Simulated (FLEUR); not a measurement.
CdS (Greenockite):

```
Cd S
1.0
     4.15000    0.00000    0.00000
    -2.07500    3.59401    0.00000
     0.00000    0.00000    6.73700
Cd S
2 2
Direct
  0.66667 0.33333 0.50000
  0.33333 0.66667 0.00000
  0.66667 0.33333 0.87500
  0.33333 0.66667 0.37500
```

Base run:

```yaml
Program: FLEUR MaX-R8.1 (later development tree)
Functional: LDA
Potentials_or_basis: all-electron
Basis: FLAPW
Kmax: 5.16 1/bohr
k_mesh: 7 × 7 × 4
Occupations: fermi-dirac, width 0.05 eV
Spin: no spin polarisation
```

Its results: band gap on the k mesh 0.91 eV, direct.

The run is repeated on the same cell with these changes: functional from LDA to r2SCAN. What comes out?

Band gap on the k mesh 1.66 eV, direct.

r2SCAN gives the wider gap, since meta-GGAs in the generalised Kohn-Sham scheme recover part of the derivative discontinuity.

Caveats: the meta-GGA is that of a development version, with a GGA for the radial functions and cores and without core tails (some runs).

Not every run made on this cell is shown here.
